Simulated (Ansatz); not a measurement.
# SnO2 monolayer (2H): from the cell to its phonons

Wanted: phonon frequencies of SnO2 monolayer (2H) and what follows from them.

Main program and level: Ansatz 0.2.0; DFT PBE, scalar-relativistic, plane waves, PAW.

## 1. Set-up

The cell holds 3 atoms: 1 Sn and 2 O. Cell: a = 3.320 Å, b = 3.320 Å, c = 20.000 Å, α = 90.0°, β = 90.0°, γ = 120.0°. Vacuum lies along c.

## 2. Bringing the structure to rest, k-mesh 15×15×1, smearing width 0.1 eV

The cell and atoms are relaxed, since residual forces and stress would shift the frequencies.

The program solves this slab on a cell height of its own, 28.7 Å, in place of the one typed.

Contents of input.yaml:

```yaml
crystal:
  lattice:
    - [3.32, 0.0, 0.0]
    - [-1.66, 2.8752, 0.0]
    - [0.0, 0.0, 20.0]
  atoms:
    - { symbol: Sn, position: [0.333333, 0.666667, 0.5] }
    - { symbol: O, position: [0.666667, 0.333333, 0.56125] }
    - { symbol: O, position: [0.666667, 0.333333, 0.43875] }
  periodic: [true, true, false]
kpoints:
  mp_grid: { grid: [15, 15, 1] }
hamiltonian:
  xc: pbe
scf:
  occupations: { method: gaussian, width: 0.1 }
output:
  forces: true
  stress: true
  eigenvalues: true
  write_density: true
  write_potential: true
  elf: true
  volumetric_format: npy
relax:
  adjacent_minimum: "off"
  f_tol: 0.005
  max_steps: 80
  cell: { stress_2d_tol: 0.02 }
```

Launch:

```
ansatz run input.yaml --threads 4 --pin off --max-ram 14336MiB --backend cpu --events-out ev --progress --plain --runs-dir out
```

Numbers of over 12 decimals in the logs are rounded to 6 here.

Output:

```text
Warning: crystal.periodic: the lattice vector that does not repeat stood 0.000° off the slab's normal, 20.000 Å along it as the deck builds it. The run solves the slab on a vector along the normal, 28.700 Å long, with every atom where it was (on the deck's vector they left 17.55 Å outside them, and the widest stretch free of ions among them is 1.23 Å). A fractional position that the run reports is one of the run's ce [...]
Warning: the atoms were moved onto the symmetric positions of the space group found under crystal.symmetry.tolerance 1.0e-5 (fractional; no operation is sought that the atoms, as they stand in a round, miss by more than twice it, and no atom is moved by as much as it), and the run uses the moved positions. Before a round's move an operation carried an atom to 4.43e-6 Å from where it should land, the largest such dist [...]
crystal.periodic: the lattice vector that does not repeat stood 0.000° off the slab's normal, 20.000 Å along it as the deck builds it. The run solves the slab on a vector along the normal, 28.700 Å long, with every atom where it was (on the deck's vector they left 17.55 Å outside them, and the widest stretch free of ions among them is 1.23 Å). A fractional position that the run reports is one of the run's cell, which [...]
Engine: ansatz 0.2.0, aarch64-unknown-linux-gnu
Pseudopotentials: kind: paw
Pseudopotential: Sn, paw, valence charge 14, recommended cutoff 420 eV (normal), Sn.paw.azcp
Pseudopotential: O, paw, valence charge 6, recommended cutoff 420 eV (normal), O.paw.azcp
Functional definition: PBE
  parameter kappa = 0.804
  parameter beta = 0.066725
  exchange = pbe_x(kappa = kappa, mu = beta*pi^2/3)
  correlation = pbe_c(beta = beta)
Crystal: 3 atoms, lattice volume = 273.961 Å³
Basis set: ecut = 420 eV, 5447 PW (Γ), exchange–correlation on 48×48×384 points (8 copies of the dense FFT grid, shifted against one another)
Bands: 17, of which v1, the nominal top of the filled ones, is band 13 counted from 1 (12 counted from 0)
Symmetry: 12 space group operations
Space group: P-6m2 (ITA 187), of the structure as read, at distance tolerance 6.5e-5 Å
k-points: 27 of 225 (time reversal used)
Non-local potential: Sn, projectors of the file, l = 0: 2, l = 1: 2, l = 2: 2, l = 3: 2
Non-local potential: O, projectors of the file, l = 0: 2, l = 1: 2, l = 2: 1
PAW form: soft (Blöchl's): semilocal exchange-correlation on the pseudo side does not see the compensation charge
PAW one-centre angular grid: Sn, 590 points (default); XC on 64 Gauss nodes
PAW one-centre angular grid: O, 110 points (default); XC on 64 Gauss nodes
Initial density: superposition of atomic densities (neutral atoms: chi_scale 0, normalization atom), corrected by the library's trained network
Initial wavefunctions: pseudopotential atomic-orbital guess
Functional: x = pbe(κ = 0.804, μ = 0.219515), c = pbe(β = 0.066725)
SCF iter   1: F=—  HF=-7156.634556 eV  |F-HF|=—  |Δ(HF+E_count)|=         —  Δρ=2.85e-3  dr2=2.39e-2  ethr=1.77e-3  ⟨swp⟩=10.6  Hψ=3721  notcnv=0
preconditioner: auto → LDOS  [insulator: Δε(μ)=0.128 eV  Ē_g=17.555 eV  σ=0.100 eV  W_gap=0.58  n_scr=16 (ndim 8)  ℏωp=11.4 eV  f_vac=0.812  D(μ)=1.10/eV (n_scr^D=6)  ε∞_Penn≈1.4  β→1.0]
SCF iter   2: F=—  HF=-7156.628460 eV  |F-HF|=—  |Δ(HF+E_count)|=   6.10e-3  Δρ=1.96e-3  dr2=7.58e-3  ethr=9.20e-5  ⟨swp⟩=3.6  Hψ=1301  notcnv=0
SCF iter   3: F=—  HF=-7156.627690 eV  |F-HF|=—  |Δ(HF+E_count)|=   7.71e-4  Δρ=5.89e-4  dr2=9.81e-4  ethr=2.91e-5  ⟨swp⟩=2.9  Hψ=855  notcnv=0
SCF iter   4: F=—  HF=-7156.627514 eV  |F-HF|=—  |Δ(HF+E_count)|=   1.76e-4  Δρ=1.00e-4  dr2=2.20e-5  ethr=3.77e-6  ⟨swp⟩=3.4  Hψ=871  notcnv=0
SCF iter   5: F=—  HF=-7156.627509 eV  |F-HF|=—  |Δ(HF+E_count)|=   4.93e-6  Δρ=2.22e-5  dr2=1.24e-6  ethr=8.45e-8  ⟨swp⟩=3.5  Hψ=1073  notcnv=0
SCF iter   6: F=—  HF=-7156.627511 eV  |F-HF|=—  |Δ(HF+E_count)|=   2.32e-6  Δρ=6.96e-6  dr2=1.07e-7  ethr=4.78e-9  ⟨swp⟩=3.1  Hψ=1047  notcnv=0
iter 7 did not close the SCF: its close was put off until two iterations running show no level that it waits for move by more than its bar (scf_convergence_deferred on its scf_iter line)
SCF iter   7: F=-7156.627512 eV  HF=-7156.627512 eV  |F-HF|=6.12e-8  |Δ(HF+E_count)|=   4.07e-7  Δρ=1.32e-6  dr2=4.02e-9  ethr=3.85e-10  ⟨swp⟩=21.1  Hψ=5234  notcnv=0
iter 8 did not close the SCF: its close was put off until two iterations running show no level that it waits for move by more than its bar (scf_convergence_deferred on its scf_iter line)
SCF iter   8: F=-7156.627512 eV  HF=-7156.627512 eV  |F-HF|=1.27e-8  |Δ(HF+E_count)|=   5.00e-8  Δρ=2.08e-7  dr2=5.84e-11  ethr=1.55e-11  ⟨swp⟩=10.4  Hψ=3799  notcnv=0
SCF iter   9: F=-7156.627512 eV  HF=-7156.627512 eV  |F-HF|=2.00e-11  |Δ(HF+E_count)|=   1.27e-8  Δρ=4.58e-8  dr2=5.11e-12  ethr=1.00e-12  ⟨swp⟩=9.1  Hψ=3322  notcnv=0
SCF 1 converged in 9 iterations: F = -7156.627512 eV  dr2 = 5.11e-12
  greatest PAW one-centre occupation: 0.994 electrons in one spin orbital (limit 2), on the Sn atom at site 0 (counted from 0), in its partial waves of l = 2
relax step   1: F+E_penalty+E_count = -7156.62751162 eV  Δ(F+E_penalty+E_count) = +0.000e0 eV  max|allowed force component| = 1.434e-1 eV/Å  Δτ_max = 0.0000 Å  P = -9.895 N/m  Ω = 273.961 Å³  fix = [c, alpha, beta]  reactions: c -0.000 N/m  (9 SCF iters, dr2 threshold 1.00e-7 eV, accepted)
Crystal: 3 atoms, lattice volume = 247.853 Å³
Basis set: ecut = 420 eV, 4811 PW (Γ), exchange–correlation on 48×48×384 points (8 copies of the dense FFT grid, shifted against one another)
Initial density: handed on by an earlier stage of this run
Initial wavefunctions: those handed on with the density
iter 1 solved again at ethr=1.83e-4 eV; its pass at ethr=3.10e-3 eV (dr2=4.75e-2 eV) is discarded
SCF iter   1: F=—  HF=-7156.983771 eV  |F-HF|=—  |Δ(HF+E_count)|=         —  Δρ=4.59e-3  dr2=4.78e-2  ethr=1.83e-4  ⟨swp⟩=2.4  Hψ=4068  notcnv=0
preconditioner: auto → none  [insulator: Δε(μ)=0.778 eV  Ē_g=18.185 eV  σ=0.100 eV  W_gap=1.00  n_scr=16 (ndim 8)  ℏωp=12.0 eV  f_vac=0.806  D(μ)=0.00/eV (n_scr^D=0)  ε∞_Penn≈1.4]
SCF iter   2: F=—  HF=-7156.978725 eV  |F-HF|=—  |Δ(HF+E_count)|=   5.05e-3  Δρ=3.48e-3  dr2=2.15e-2  ethr=1.83e-4  ⟨swp⟩=2.6  Hψ=805  notcnv=0
SCF iter   3: F=—  HF=-7156.973930 eV  |F-HF|=—  |Δ(HF+E_count)|=   4.80e-3  Δρ=1.29e-3  dr2=2.05e-3  ethr=8.25e-5  ⟨swp⟩=3.0  Hψ=918  notcnv=0
SCF iter   4: F=—  HF=-7156.973867 eV  |F-HF|=—  |Δ(HF+E_count)|=   6.27e-5  Δρ=3.07e-4  dr2=8.52e-5  ethr=7.88e-6  ⟨swp⟩=2.4  Hψ=1026  notcnv=0
[...]
SCF iter   4: F=—  HF=-7156.451773 eV  |F-HF|=—  |Δ(HF+E_count)|=   1.60e-3  Δρ=6.59e-4  dr2=2.82e-4  ethr=4.37e-5  ⟨swp⟩=3.5  Hψ=1211  notcnv=0
SCF iter   5: F=—  HF=-7156.451818 eV  |F-HF|=—  |Δ(HF+E_count)|=   4.48e-5  Δρ=2.24e-4  dr2=6.25e-5  ethr=1.09e-6  ⟨swp⟩=3.6  Hψ=1161  notcnv=0
SCF iter   6: F=—  HF=-7156.451783 eV  |F-HF|=—  |Δ(HF+E_count)|=   3.46e-5  Δρ=4.29e-5  dr2=2.69e-6  ethr=2.40e-7  ⟨swp⟩=2.7  Hψ=921  notcnv=0
SCF iter   7: F=-7156.451784 eV  HF=-7156.451784 eV  |F-HF|=1.63e-7  |Δ(HF+E_count)|=   6.56e-7  Δρ=9.31e-6  dr2=1.35e-7  ethr=1.15e-9  ⟨swp⟩=26.1  Hψ=7120  notcnv=0
SCF 3 converged in 7 iterations: F = -7156.451784 eV  dr2 = 1.35e-7
  greatest PAW one-centre occupation: 0.995 electrons in one spin orbital (limit 2), on the Sn atom at site 0 (counted from 0), in its partial waves of l = 2
relax step   3: F+E_penalty+E_count = -7156.45178381 eV  Δ(F+E_penalty+E_count) = +5.221e-1 eV  max|allowed force component| = 3.985e0 eV/Å  Δτ_max = 0.1732 Å  P = +12.371 N/m  Ω = 223.243 Å³  energy of the carried Pulay correction = +3.602e-2 eV  fix = [c, alpha, beta]  (7 SCF iters, dr2 threshold 3.00e-7 eV, rejected (line search))
[...]
relax step   4: F+E_penalty+E_count = -7157.07027293 eV  Δ(F+E_penalty+E_count) = -9.638e-2 eV  max|allowed force component| = 1.981e-1 eV/Å  Δτ_max = 0.0613 Å  P = -0.342 N/m  Ω = 240.803 Å³  energy of the carried Pulay correction = +2.274e-2 eV  fix = [c, alpha, beta]  reactions: c -0.000 N/m  (10 SCF iters, accepted)
[...]
relax step   5: F+E_penalty+E_count = -7157.07330085 eV  Δ(F+E_penalty+E_count) = -3.028e-3 eV  max|allowed force component| = 5.148e-3 eV/Å  Δτ_max = 0.0091 Å  P = +0.023 N/m  Ω = 239.697 Å³  energy of the carried Pulay correction = +2.355e-2 eV  fix = [c, alpha, beta]  reactions: c +0.000 N/m  (5 SCF iters, dr2 threshold 3.00e-7 eV, accepted)
[...]
relax step   6: F+E_penalty+E_count = -7157.07327097 eV  Δ(F+E_penalty+E_count) = +2.988e-5 eV  max|allowed force component| = 4.209e-4 eV/Å  Δτ_max = 0.0002 Å  P = +0.002 N/m  Ω = 239.741 Å³  energy of the carried Pulay correction = +2.352e-2 eV  fix = [c, alpha, beta]  reactions: c +0.000 N/m  (6 SCF iters, dr2 threshold 1.66e-9 eV, accepted)
[...]
relax step   7: F+E_penalty+E_count = -7157.06029161 eV  Δ(F+E_penalty+E_count) = +1.298e-2 eV  max|allowed force component| = 1.872e-3 eV/Å  Δτ_max = 0.0000 Å  P = -0.246 N/m  Ω = 239.741 Å³  fix = [c, alpha, beta]  reactions: c -0.000 N/m  stress off target by 2.46e-1 N/m on what of the cell is left free  SCF on the basis re-selected at this cell (its energy is not comparable with the rows above)  (8 SCF iters)
[...]
relax step   8: F+E_penalty+E_count = -7157.06090346 eV  Δ(F+E_penalty+E_count) = -6.119e-4 eV  max|allowed force component| = 1.304e-3 eV/Å  Δτ_max = 0.0005 Å  P = -0.008 N/m  Ω = 239.189 Å³  energy of the carried Pulay correction = +4.586e-4 eV  fix = [c, alpha, beta]  reactions: c -0.000 N/m  (4 SCF iters, dr2 threshold 9.77e-8 eV, accepted)
iter 1 solved again at ethr=1.04e-7 eV; its pass at ethr=3.10e-3 eV (dr2=2.72e-5 eV) is discarded
SCF iter   1: F=—  HF=-7157.060387 eV  |F-HF|=—  |Δ(HF+E_count)|=         —  Δρ=1.22e-5  dr2=8.00e-8  ethr=1.04e-7  ⟨swp⟩=7.1  Hψ=6569  notcnv=0
preconditioner: auto → none  [insulator: Δε(μ)=0.650 eV  Ē_g=18.661 eV  σ=0.100 eV  W_gap=1.00  n_scr=16 (ndim 8)  ℏωp=12.2 eV  f_vac=0.810  D(μ)=0.00/eV (n_scr^D=0)  ε∞_Penn≈1.4]
SCF iter   2: F=—  HF=-7157.060423 eV  |F-HF|=—  |Δ(HF+E_count)|=   3.60e-5  Δρ=5.18e-6  dr2=3.17e-8  ethr=3.08e-10  ⟨swp⟩=4.3  Hψ=1276  notcnv=0
SCF iter   3: F=—  HF=-7157.060423 eV  |F-HF|=—  |Δ(HF+E_count)|=   5.30e-9  Δρ=3.26e-6  dr2=1.16e-8  ethr=1.22e-10  ⟨swp⟩=3.2  Hψ=828  notcnv=0
SCF iter   4: F=—  HF=-7157.060423 eV  |F-HF|=—  |Δ(HF+E_count)|=  2.26e-10  Δρ=3.63e-7  dr2=1.38e-10  ethr=4.45e-11  ⟨swp⟩=3.1  Hψ=793  notcnv=0
SCF iter   5: F=—  HF=-7157.060423 eV  |F-HF|=—  |Δ(HF+E_count)|=  1.48e-10  Δρ=1.43e-7  dr2=1.39e-11  ethr=1.00e-12  ⟨swp⟩=3.3  Hψ=1047  notcnv=0
SCF iter   6: F=-7157.060423 eV  HF=-7157.060423 eV  |F-HF|=1.82e-11  |Δ(HF+E_count)|=  3.46e-11  Δρ=2.86e-8  dr2=7.06e-13  ethr=1.00e-12  ⟨swp⟩=15.7  Hψ=3908  notcnv=0
SCF 9 converged in 6 iterations: F = -7157.060423 eV  dr2 = 7.06e-13
relax step   9: F+E_penalty+E_count = -7157.06042349 eV  Δ(F+E_penalty+E_count) = +4.800e-4 eV  max|allowed force component| = 1.369e-3 eV/Å  Δτ_max = 0.0000 Å  P = -0.016 N/m  Ω = 239.189 Å³  fix = [c, alpha, beta]  reactions: c -0.000 N/m  stress off target by 1.56e-2 N/m on what of the cell is left free  SCF on the basis re-selected at this cell (its energy is not comparable with the rows above)  (6 SCF iters)
basis re-selected at this cell: Δ(F+E_penalty+E_count) = +4.800e-4 eV, ΔP = -0.007 N/m vs the last step (what re-selecting the basis moved, of the pressure what is left beyond the Pulay correction that the steps carried, after the strain that the cell walked since its last selection, with what the two solves' SCF thresholds leave and, on support functions, any second-order correction that the steps lacked; it is no m [...]
WARN: The output density's exchange-correlation potential varies sharply where the density is thin. Do not read a vacuum level from v_tot or v_xc, or from such a field of the output density. On a cell that repeats whose density bears no net charge and no dipole along the vacuum's axis use v_es (v_loc + v_h of the components); under efield.dipole_correction with no amplitude use v_es + v_field, which holds any externa [...]
SCF converged after 6 iterations
Free energy (F): -7157.060423 eV
Harris-Foulkes:  -7157.060423 eV  (|F-HF|=1.82e-11)
Internal energy: -7157.060423 eV  (E = F + TS)
E sigma→0 (E₀):  -7157.060423 eV
Entropy (-TS):   -0.000000 eV (-0.000 meV/atom)
Fermi energy:    -8.108753 eV
--- Per-component energies (eV) ---
  E_band       = -525.959843
  E_kinetic    = 535.424312
  E_local      = -45908.907561  (includes V_loc(G=0)·N_el)
  E_nonlocal   = 66.034199
  E_hartree    = 22750.734718
  E_xc         = -527.012835
  E_vxc        = -281.021637  (∫ρ·V_xc dr)
  E_paw        = -4460.097403  (= ΣΔE_a)
  E_vpaw       = -438.963225  (= ΣTr[D̂ρ^β])
  E_aug_tail   = 0.004664  (compensation charges beyond the density's cutoff)
  E_ewald      = 20386.759483
  E_smearing   = -0.000000  (= −TS)
  E_closure    = 0.000000  (closes the sum)
  Σ components = -7157.060423   (vs F -7157.060423, Δ=0.00e0)
--- Forces (eV/Å), atoms counted from 1 ---
  atom   1  Sn     0.00000000    -0.00000000     0.00000000
  atom   2  O      0.00000000     0.00000000    -0.00136906
  atom   3  O      0.00000000     0.00000000     0.00136906
  max |Σ_I F_I| component: 1.48e-16 eV/Å
--- 2D stress c σ (N/m, compression-positive) ---
       -0.015553       0.000000       0.000000
       -0.000000      -0.015553       0.000000
        0.000000       0.000000       0.000000
  P = ½ c Tr σ = -0.0156 N/m
--- Band table (eV; the first three rows and the last of 27) ---
  k-point 0: bands = [... 9 lower, -9.8226, -9.2632, -9.2632, -9.1246, -7.8001, -2.7639, -0.3455, -0.1090]
  k-point 1: bands = [... 9 lower, -9.8830, -9.4386, -9.2710, -9.0959, -7.5162, -2.5453, -0.2665, -0.0172]
  k-point 2: bands = [... 9 lower, -10.0509, -9.8801, -9.2928, -9.0231, -6.9327, -1.9719, -0.0548, 0.2572]
  k-point 26: bands = [... 9 lower, -11.6897, -11.4613, -10.3732, -8.4503, -3.8021, -3.6231, 1.2340, 1.9009]
--- Relaxed structure (7 steps of the walk, 6 accepted, 2 SCFs on fresh bases) ---
  F+E_penalty+E_count = -7157.06042349 eV   max|allowed force component| = 1.369e-3 eV/Å   (the final SCF, on the basis selected at the relaxed cell)
  cell:  # Å, volume = 239.1895 Å³
    - [3.102164, 0, 0.0]
    - [-1.551082, 2.686553, 0.0]
    - [0.0, 0.0, 28.700000]
  atoms:
    - { symbol: Sn, position: [0.333333, 0.666667, 0.348432] }
    - { symbol: O, position: [0.666667, 0.333333, 0.391304] }
    - { symbol: O, position: [0.666667, 0.333333, 0.305560] }
```

The job ended after 37 s (4 threads of Arm Neoverse V1, shared host; peak memory 0.58 GiB).

The steps of the relaxation:

```csv
step,energy less that of the first step (eV),largest force component (eV/Å),volume (Å³)
1,0.0000,0.1434,273.96
2,-0.3464,1.1228,247.85
3,0.1757,3.9852,223.24
4,-0.4428,0.1981,240.80
5,-0.4458,0.0051,239.70
6,-0.4458,0.0004,239.74
7*,-0.4328,0.0019,239.74
8,-0.4334,0.0013,239.19
9*,-0.4329,0.0014,239.19
```

Relaxation steps marked * repeat the geometry before them on a plane-wave basis chosen anew for their cell, so energy and pressure can jump there. Relaxation step 3 was tried and not accepted.

Forces are held to the 12 operations that the run works with; a distortion that breaks them can't arise in this run.

```
cell as run  before  after  change
      a (Å)   3.320  3.102  -6.6 %
      b (Å)   3.320  3.102  -6.6 %
```

The relaxed structure:

```
Sn O
1.0
     3.10216    0.00000    0.00000
    -1.55108    2.68655    0.00000
     0.00000    0.00000   28.70000
Sn O
1 2
Direct
  0.33333 0.66667 0.34843
  0.66667 0.33333 0.39130
  0.66667 0.33333 0.30556
```

Numbers from this step:

```
gap on the k-mesh  : 0.6502 eV
direct gap on mesh : 1.325 eV
area per atom      : 2.778 Å²
```

ELF in the ac plane at fractional y = 0.333, with atoms of O within 0.2 Å of it. It is the smooth field of the valence electrons, not physical close to the nuclei.

Ten even steps from '0' (0.00) to '9' (0.81), each cell a mean:
```
0000000000000000
0000000000000000
0000000000000000
0000000000000000
0000000000000000
0000000000000000
0000000000000000
0000000000000000
0000000000000000
0000000000000000
0000000000000000
0000000000000000
0000000000000000
1000012456776643
4211137999879997
2223222344444432
4211136899778997
1000013567887754
0000000000000000
0000000000000000
0000000000000000
0000000000000000
0000000000000000
0000000000000000
```
Columns run along a (3.1 Å), rows up along c (28.7 Å). Atoms in or near the plane, at fractional coordinates: O at (0.67, 0.39), O at (0.67, 0.31).

Valence density in the ac plane at fractional y = 0.333, with atoms of O within 0.2 Å of it. It is the smooth field of the valence electrons, not physical close to the nuclei.

Values in e/Å³, 24 rows by 16 columns, each cell a mean:
```
0.0 0.0 0.0 0.0 0.0 0.0 0.0 0.0 0.0 0.0 0.0 0.0 0.0 0.0 0.0 0.0
0.0 0.0 0.0 0.0 0.0 0.0 0.0 0.0 0.0 0.0 0.0 0.0 0.0 0.0 0.0 0.0
0.0 0.0 0.0 0.0 0.0 0.0 0.0 0.0 0.0 0.0 0.0 0.0 0.0 0.0 0.0 0.0
0.0 0.0 0.0 0.0 0.0 0.0 0.0 0.0 0.0 0.0 0.0 0.0 0.0 0.0 0.0 0.0
0.0 0.0 0.0 0.0 0.0 0.0 0.0 0.0 0.0 0.0 0.0 0.0 0.0 0.0 0.0 0.0
0.0 0.0 0.0 0.0 0.0 0.0 0.0 0.0 0.0 0.0 0.0 0.0 0.0 0.0 0.0 0.0
0.0 0.0 0.0 0.0 0.0 0.0 0.0 0.0 0.0 0.0 0.0 0.0 0.0 0.0 0.0 0.0
0.0 0.0 0.0 0.0 0.0 0.0 0.0 0.0 0.0 0.0 0.0 0.0 0.0 0.0 0.0 0.0
0.0 0.0 0.0 0.0 0.0 0.0 0.0 0.0 0.0 0.0 0.0 0.0 0.0 0.0 0.0 0.0
0.0 0.0 0.0 0.0 0.0 0.0 0.0 0.0 0.0 0.0 0.0 0.0 0.0 0.0 0.0 0.0
0.0 0.0 0.0 0.0 0.0 0.0 0.0 0.0 0.0 0.0 0.0 0.0 0.0 0.0 0.0 0.0
0.0 0.0 0.0 0.0 0.0 0.0 0.0 0.0 0.0 0.0 0.0 0.0 0.0 0.0 0.0 0.0
0.0 0.0 0.0 0.0 0.0 0.0 0.0 0.0 0.0 0.0 0.0 0.0 0.0 0.0 0.0 0.0
0.0 0.0 0.0 0.0 0.0 0.0 0.0 0.1 0.1 0.2 0.2 0.2 0.2 0.1 0.1 0.0
0.3 0.2 0.1 0.1 0.1 0.2 0.4 0.8 1.9 3.6 5.0 5.3 4.1 2.4 1.1 0.5
0.4 0.5 0.6 0.6 0.5 0.4 0.4 0.4 0.4 0.5 0.6 0.6 0.5 0.5 0.4 0.4
0.3 0.2 0.2 0.2 0.2 0.2 0.4 0.8 1.9 3.6 5.0 5.2 4.1 2.4 1.1 0.5
0.0 0.0 0.0 0.0 0.0 0.0 0.1 0.1 0.2 0.3 0.5 0.5 0.4 0.2 0.1 0.1
0.0 0.0 0.0 0.0 0.0 0.0 0.0 0.0 0.0 0.0 0.0 0.0 0.0 0.0 0.0 0.0
0.0 0.0 0.0 0.0 0.0 0.0 0.0 0.0 0.0 0.0 0.0 0.0 0.0 0.0 0.0 0.0
0.0 0.0 0.0 0.0 0.0 0.0 0.0 0.0 0.0 0.0 0.0 0.0 0.0 0.0 0.0 0.0
0.0 0.0 0.0 0.0 0.0 0.0 0.0 0.0 0.0 0.0 0.0 0.0 0.0 0.0 0.0 0.0
0.0 0.0 0.0 0.0 0.0 0.0 0.0 0.0 0.0 0.0 0.0 0.0 0.0 0.0 0.0 0.0
0.0 0.0 0.0 0.0 0.0 0.0 0.0 0.0 0.0 0.0 0.0 0.0 0.0 0.0 0.0 0.0
```
Columns run along a (3.1 Å), rows up along c (28.7 Å). Atoms in or near the plane, at fractional coordinates: O at (0.67, 0.39), O at (0.67, 0.31).

Electrostatic potential energy in the ac plane at fractional y = 0.333, with atoms of O within 0.2 Å of it. With pseudopotentials it is smooth inside the atoms' cores, unlike the true potential.

Ten even steps from '0' (-25 eV) to '9' (0 eV), each cell a mean:
```
9999999999999999
9999999999999999
9999999999999999
9999999999999999
9999999999999999
9999999999999999
9999999999999999
9999999999999999
9999999999999999
9999999999999999
9999999999999999
9999999999999999
9999999999999999
9999999999999999
7777777510000047
2100123566666654
7766677510000037
9999999998878999
9999999999999999
9999999999999999
9999999999999999
9999999999999999
9999999999999999
9999999999999999
```
Columns run along a (3.1 Å; values clipped at the 3rd and 97th percentile), rows up along c (28.7 Å). Atoms in or near the plane, at fractional coordinates: O at (0.67, 0.39), O at (0.67, 0.31).

(Continued in part 2 of 3.)

[Logs are printed without paths, hosts, clocks, repeated set-up lines and the standing remarks that a program may print on its own settings, such as how far it seeks lower states.]

[Hosts, paths, dates, database ids (printed as entryN), source tags and the programs' standing remarks are cut or masked in the printed files.]
